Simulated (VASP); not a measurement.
Set up this calculation in VASP 6.6.1, as the native input.

| Property | Result |
| --- | --- |
| Task | work function |
| Functional | PBE |
| Potentials or basis | VASP PAW PBE potentials, release 64 (Ru_pv) |
| Cutoff | 520 eV |
| k mesh | 11 × 11 × 1 |
| Occupations | gaussian, width 0.05 eV |
| Spin | no spin polarisation |
| Dipole correction | yes |
| Further INCAR settings | ALGO = Normal; EDIFF = 1e-06 |

The structure of Ru lies in POSCAR:

```
Ru
1.0
    2.7057993342      0.0000000000      0.0000000000
   -1.3528996671      2.3432909610      0.0000000000
    0.0000000000      0.0000000000     25.7047500000
Ru
6
Direct
    0.6666666667      0.3333333334      0.2917748665
    0.3333333333      0.6666666666      0.3750649199
    0.6666666667      0.3333333334      0.4583549733
    0.3333333333      0.6666666666      0.5416450267
    0.6666666667      0.3333333334      0.6249350801
    0.3333333333      0.6666666666      0.7082251335
```

The slab is cut from a database's or a generator's crystal, which needn't be the stable form of the element.

The cell isn't the ideal one: the (0 0 1) slab of Ru, cut from the database cell, not relaxed.

The input as run:

INCAR

```
PREC = Accurate
ENCUT = 520
EDIFF = 1E-6
ISMEAR = 0
SIGMA = 0.05
LREAL = F
LASPH = T
NELM = 60
ALGO = Normal
ISIF = 2
LWAVE = F
LCHARG = T
LDIPOL = T
IDIPOL = 3
DIPOL = 0.5 0.5 0.500
GGA = PE
LELF = T
LVHAR = T
LVACPOTAV = T
```

KPOINTS

```
regular mesh
0
Gamma
  11 11 1
```

Potentials or basis: VASP PAW PBE potentials, release 64 (Ru_pv).

The run is started by

```sh
$ cat potpaw_PBE.64/Ru_pv/POTCAR > POTCAR
$ mpirun -np 1 vasp_std > vasp.out
```

Results of the run:

```json
{
  "Largest force": "0.794 eV/Å",
  "Band gap on the k mesh": "none (metal or under the smearing width)",
  "Work function of the upper face": "5.12 eV",
  "Work function of the lower face": "5.12 eV"
}
```

Run time: 3.2 min on 1 thread of Intel(R) Xeon(R) Platinum 8375C CPU @ 2.90GHz (Ice Lake), with other jobs on the host, peak memory 0.3 GiB.
